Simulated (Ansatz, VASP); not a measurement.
# One calculation of MnO, two programs

```xyz
2
Lattice="0.0000 2.2197 2.2197 2.2197 0.0000 2.2197 2.2197 2.2197 0.0000" Properties=species:S:1:pos:R:3 pbc="T T T"
Mn    0.0000    0.0000    0.0000
O     2.2197    2.2197    2.2197
```

Alike in both runs: functional PBE; k mesh 13 × 13 × 13; occupations fermi-dirac, width 0.05 eV; collinear spin.

Ansatz relaxed the structure, and its values are those at the end. VASP's run is a single point on that final structure, the one shown.

```csv
,VASP,Ansatz
version,VASP 6.6.1,Ansatz 0.2.0
potentials or method,"VASP PAW PBE potentials, release 64 (Mn_pv, O)","PAW with Ansatz's default frozen-core files, scalar-relativistic"
plane-wave cutoff (eV),520,420
valence electrons in the cell,19,21
```

|  | VASP | Ansatz | Ansatz less VASP |
| --- | --- | --- | --- |
| pressure (GPa) | 0.2 | 0.0 | -0.18 |
| net moment per atom (μB) | 2.37 | 2.37 | 0.000 |
| size of the moment on the site where the two differ most (μB) | 4.31 | 4.03 | -0.286 |

Site moments also hang on the region over which each program counts them. The functional is the same, so the differences come from potentials, cutoffs and numerics. The two sets of potentials don't hold the same shells in valence.

Caveats: a cell with one magnetic atom can't hold antiferromagnetic order, which such compounds often take.
